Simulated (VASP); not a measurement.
# BN (R3m) in VASP: notebook, part 2 of 2

VASP 6.6.1. Earlier steps stand in the parts before.

**4. Single point, PBE**

The input, INCAR:

```
  PREC = Accurate
  ENCUT = 500
  EDIFF = 1E-6
  ISMEAR = 0
  SIGMA = 0.02
  LREAL = F
  LASPH = T
  NELM = 100
  ALGO = Normal
  ISIF = 2
  LWAVE = F
  LCHARG = F
  GGA = PE
```

The input, KPOINTS:

```
regular mesh
0
Gamma
  6 6 6
```

The input, POSCAR:

```
BN
1.0
    1.2511217832      0.7223354983      3.3729344033
   -1.2511217832      0.7223354983      3.3729344033
    0.0000000000     -1.4446709966      3.3729344033
N B
1 1
Direct
    0.6672382000      0.6672382000      0.6672382000
    0.0003288000      0.0003288000      0.0003288000
```

Potentials or basis: VASP PAW PBE potentials, release 64 (N_GW, B_GW).

The run is started by

```bash
$ cat potpaw_PBE.64/N_GW/POTCAR potpaw_PBE.64/B_GW/POTCAR > POTCAR
$ mpirun -np 1 vasp_std > vasp.out
```

OUTCAR:

```text
PREC = Accurate
   ENCUT = 500
   EDIFF = 1E-6
   ISMEAR = 0
   LREAL = F
   LASPH = T
   NELM = 100
   ISIF = 2
   GGA = PE

 ion  position               nearest neighbor table
   1  0.667  0.667  0.667-   2 1.44   2 1.44   2 1.44
   2  0.000  0.000  0.000-   1 1.44   1 1.44   1 1.44

  LATTYP: Found a trigonal (rhomboedric) cell.
 ALAT       =     3.6692997666
 COS(alpha) =     0.7674786797

  Lattice vectors:

 A1 = (   1.2511217832,   0.7223354983,   3.3729344033)
 A2 = (  -1.2511217832,   0.7223354983,   3.3729344033)
 A3 = (   0.0000000000,  -1.4446709966,   3.3729344033)

Analysis of symmetry for initial positions (statically):
=====================================================================
 Subroutine PRICEL returns:
 Original cell was already a primitive cell.

 Routine SETGRP: Setting up the symmetry group for a
 trigonal (rhombohedral) supercell.

 Subroutine GETGRP returns: Found  6 space group operations
 (whereof  6 operations were pure point group operations)
 out of a pool of 12 trial point group operations.

The static configuration has the point symmetry C_3v.

Analysis of symmetry for dynamics (positions and initial velocities):
=====================================================================
 Subroutine PRICEL returns:
 Original cell was already a primitive cell.

 Routine SETGRP: Setting up the symmetry group for a
 trigonal (rhombohedral) supercell.

 Subroutine GETGRP returns: Found  6 space group operations
 (whereof  6 operations were pure point group operations)
 out of a pool of 12 trial point group operations.

The dynamic configuration has the point symmetry C_3v.

 Subroutine INISYM returns: Found  6 space group operations
 (whereof  6 operations are pure point group operations),
 and found     1 'primitive' translations

[... 115 lines left out ...]
  volume/ion in A,a.u.               =       9.14        61.71
  Fermi-wavevector in a.u.,A,eV,Ry     =   1.242717  2.348395 21.012099  1.544346
  Thomas-Fermi vector in A             =   2.377059
   LORBIT       =      0    0 simple, 1 ext, 2 COOP (PROOUT), +10 PAW based schemes
   GGA     = PE    functional components
   LHFCALC =     F    Hartree Fock is set to
   AEXX    =    0.0000 exact exchange contribution
   IVDW    =     0    specifies the selected vdW correction
   LEPSILON=     F    determine dielectric tensor
   LRPA    =     F    only Hartree local field effects (RPA)
 non-spin polarized calculation
 Gauss-broadening in eV      SIGMA  =   0.02
  energy-cutoff  :      500.00
  volume of cell :       18.29
 maximum number of plane-waves:       477
   NGX = 13   NGY = 13   NGZ = 13

 number of electron       7.9999999 magnetization

 Free energy of the ion-electron system (eV)
  ---------------------------------------------------
  ext. energy  EPLUGINS =         0.00000000
  ---------------------------------------------------
  free energy    TOTEN  =       -17.60074478 eV

  energy without entropy =      -17.60074478  energy(sigma->0) =      -17.60074478

 E-fermi :   2.2693     XC(G=0):  -9.9238

 val. band max:        2.1688464731   @ k =  -0.3333   0.3333   0.0000
 cond. band min:       6.4602807823   @ k =   0.5000   0.5000  -0.0000
 fundamental gap:      4.2914343092
 Fermi energy:         2.2692570833

 k-point     1 :       0.0000    0.0000    0.0000
  band No.  band energies     occupation
      1     -15.6103      2.00000
      2      -2.0087      2.00000
      3       0.8801      2.00000
      4       0.8801      2.00000
      5       7.3426      0.00000
      6      13.8599      0.00000
      7      13.8599      0.00000
      8      15.3283      0.00000
[... 243 lines left out ...]
 k-point    24 :      -0.3333    0.5000    0.1667
  band No.  band energies     occupation
      1     -12.4250      2.00000
      2      -5.8440      2.00000
      3      -3.1424      2.00000
      4       0.6280      2.00000
      5       7.5645      0.00000
      6      14.2237      0.00000
      7      16.0879      0.00000
      8      18.3918      0.00000

 [... further k-points ...]

------------------------ aborting loop because EDIFF is reached ----------------------------------------

  FORCE on cell =-STRESS in cart. coord.  units (eV):
  Direction    XX          YY          ZZ          XY          YZ          ZX
  --------------------------------------------------------------------------------------
  -------------------------------------------------------------------------------------
  Total        0.3524044      0.3524044      0.2031389      0.0000000      0.0000000      0.0000000
  in kB       30.8712520     30.8712520     17.7953239      0.0000000      0.0000000      0.0000000
  external PRESSURE =      26.5126093 kB  Pullay stress =       0.0000000 kB

 VOLUME and BASIS-vectors are now :
 -----------------------------------------------------------------------------
  energy-cutoff  :      500.00
  volume of cell :       18.29
      direct lattice vectors                 reciprocal lattice vectors
     1.251121783  0.722335498  3.372934403     0.399641351  0.230733042  0.098825916
    -1.251121783  0.722335498  3.372934403    -0.399641351  0.230733042  0.098825916
     0.000000000 -1.444670997  3.372934403     0.000000000 -0.461466083  0.098825916

 POSITION                                       TOTAL-FORCE (eV/Angst)
 -----------------------------------------------------------------------------------
      0.00000      0.00000      6.75165         0.000000      0.000000     -0.002917
      0.00000      0.00000      0.00333         0.000000      0.000000      0.002917
 -----------------------------------------------------------------------------------
    total drift:                               -0.000000     -0.000000      0.000444

  FREE ENERGIE OF THE ION-ELECTRON SYSTEM (eV)
  ---------------------------------------------------
  free  energy   TOTEN  =       -17.6007447768 eV

  energy  without entropy=      -17.6007447768  energy(sigma->0) =      -17.60074478
```

OSZICAR:

```text
N       E                     dE             d eps       ncg     rms          rms(c)
DAV:   1     0.298433095201E+02    0.29843E+02   -0.49070E+03   520   0.993E+02
DAV:   2    -0.185225676901E+02   -0.48366E+02   -0.44402E+02   712   0.258E+02
DAV:   3    -0.193554383356E+02   -0.83287E+00   -0.83287E+00   656   0.346E+01
DAV:   4    -0.193593552859E+02   -0.39170E-02   -0.39170E-02   864   0.237E+00
DAV:   5    -0.193593563850E+02   -0.10991E-05   -0.10991E-05   672   0.326E-02    0.743E+00
DAV:   6    -0.178047403464E+02    0.15546E+01   -0.61290E+00   768   0.238E+01    0.267E+00
DAV:   7    -0.176385152919E+02    0.16623E+00   -0.21147E-01   792   0.461E+00    0.140E+00
DAV:   8    -0.175994068738E+02    0.39108E-01   -0.13822E-01   776   0.353E+00    0.215E-01
DAV:   9    -0.176006450366E+02   -0.12382E-02   -0.20454E-03   528   0.631E-01    0.309E-02
DAV:  10    -0.176007249961E+02   -0.79960E-04   -0.70156E-05   840   0.953E-02    0.139E-02
DAV:  11    -0.176007447677E+02   -0.19772E-04   -0.28434E-05   544   0.518E-02    0.352E-03
DAV:  12    -0.176007447768E+02   -0.91019E-08   -0.21152E-06   784   0.171E-02
   1 F= -.17600745E+02 E0= -.17600745E+02  d E =-.529588E-14
```

stdout:

```text
POSCAR found type information on POSCAR N B
 POSCAR found :  2 types and       2 ions
 scaLAPACK will be used
 LDA part: xc-table for (Slater+PW92), standard interpolation
 POSCAR, INCAR and KPOINTS ok, starting setup
 FFT: planning ... GRIDC
 FFT: planning ... GRID_SOFT
 FFT: planning ... GRID
 WAVECAR not read
 entering main loop
```

Run time: 14 s. Hardware: 1 thread of Intel Xeon Platinum 8259CL at 2.50GHz (Skylake/Cascade Lake), shared host; peak memory 0.14 GiB.

What came out:

```
Free energy            : -17.6007 eV
Pressure               : 2.7 GPa
Band gap on the k mesh : 4.29 eV, indirect (least direct gap 4.71 eV)
```

Forces on the atoms (eV/Å):
```
N    0.000  0.000 -0.003
B    0.000  0.000  0.003
```

Caveat: the k mesh is coarse (spacing up to 0.49 Å⁻¹), so the values aren't converged; the cutoff is under 1.25 times the usual one of these potentials, so pressure, stress and relaxed cells hold a basis-set (Pulay) error.

**5. Single point, PBE**

The input, INCAR:

```
PREC     = Accurate       # precision mode
ENCUT    = 520            # plane-wave cutoff, eV
EDIFF    = 1E-6           # SCF threshold, eV
ISMEAR   = 0              # smearing method
SIGMA    = 0.022          # smearing width, eV
LREAL    = False          # projectors in reciprocal space
LASPH    = True           # aspherical terms in the spheres
NELM     = 100            # most SCF steps
ALGO     = Normal         # electronic algorithm
ISIF     = 2              # what is computed and relaxed
LWAVE    = False          # write WAVECAR
LCHARG   = False          # write CHGCAR
GGA      = PE             # functional
NBANDS   = 11             # bands
```

The input, KPOINTS:

```
regular mesh
0
Gamma
  12 12 12
```

POSCAR is that of step 4.

Potentials or basis: VASP PAW PBE potentials, release 64 (N, B).

The run is started by

```bash
$ cat potpaw_PBE.64/N/POTCAR potpaw_PBE.64/B/POTCAR > POTCAR
$ mpirun -np 1 vasp_std > vasp.out
```

It took 46 s on 1 thread of Intel Xeon Platinum 8259CL at 2.50GHz (Skylake/Cascade Lake), shared host; peak memory 0.17 GiB.

It converged, with:

* Free energy: -17.5810 eV
* Pressure: 3.6 GPa
* Band gap on the k mesh: 4.28 eV, indirect (least direct gap 4.70 eV)

Forces on the atoms (eV/Å):
```
N    0.000  0.000 -0.003
B    0.000  0.000  0.003
```

Stress tensor (GPa, compression positive):
```
4.33 0.00 0.00
0.00 4.33 0.00
0.00 0.00 2.23
```

Levels at points of the mesh, in eV from the valence-band top:
| k point | band 1 | band 2 | band 3 | band 4 | band 5 | band 6 | band 7 | band 8 |
| --- | --- | --- | --- | --- | --- | --- | --- | --- |
| (0.00, 0.00, 0.00) | -17.78 | -4.18 | -1.29 | -1.29 | 5.17 | 11.68 | 11.68 | 13.14 |
| (0.50, 0.00, 0.00) | -14.59 | -8.93 | -4.07 | -0.60 | 5.29 | 9.92 | 13.09 | 15.02 |
| (0.50, 0.50, 0.00) | -14.52 | -8.80 | -4.13 | -1.17 | 4.28 | 9.91 | 14.26 | 17.56 |
| (0.50, 0.50, 0.50) | -17.52 | -6.13 | -1.30 | -1.30 | 10.11 | 11.61 | 11.61 | 12.24 |

**6. Summary**

```tsv
task	level	potentials or basis	cell	k mesh	cutoff (eV)	smearing	mesh quality	gap on the mesh (eV)	pressure (GPa)	relaxed volume (Å³/atom)
relaxation of cell and atoms	PBEsol+D3	VASP PAW PBE potentials, release 64 (N, B)	relaxed	12 × 12 × 12	600	fermi-dirac 0.05 eV	not flagged	4.02	0.1	8.62
relaxation of cell and atoms	PBEsol+D3(BJ)	VASP PAW PBE potentials, release 64 (N, B)	relaxed	12 × 12 × 12	600	fermi-dirac 0.05 eV	not flagged	4.00	0.0	8.55
single point	PBE	VASP PAW PBE potentials, release 64 (N_GW, B_GW)	as given	6 × 6 × 6	500	gaussian 0.02 eV	coarse	4.29	2.7	-
single point	PBE	VASP PAW PBE potentials, release 64 (N, B)	as given	12 × 12 × 12	520	gaussian 0.022 eV	not flagged	4.28	3.6	-
```

Alike in all rows: no spin polarisation.

Caveats: some runs use coarse meshes; the PAW data sets were made with another functional, which shifts forces and pressure a little (some runs); the cutoff is under 1.25 times the usual one of these potentials, so pressure, stress and relaxed cells hold a basis-set (Pulay) error (some runs).

Absolute energies hang on the potentials; compare differences alone.
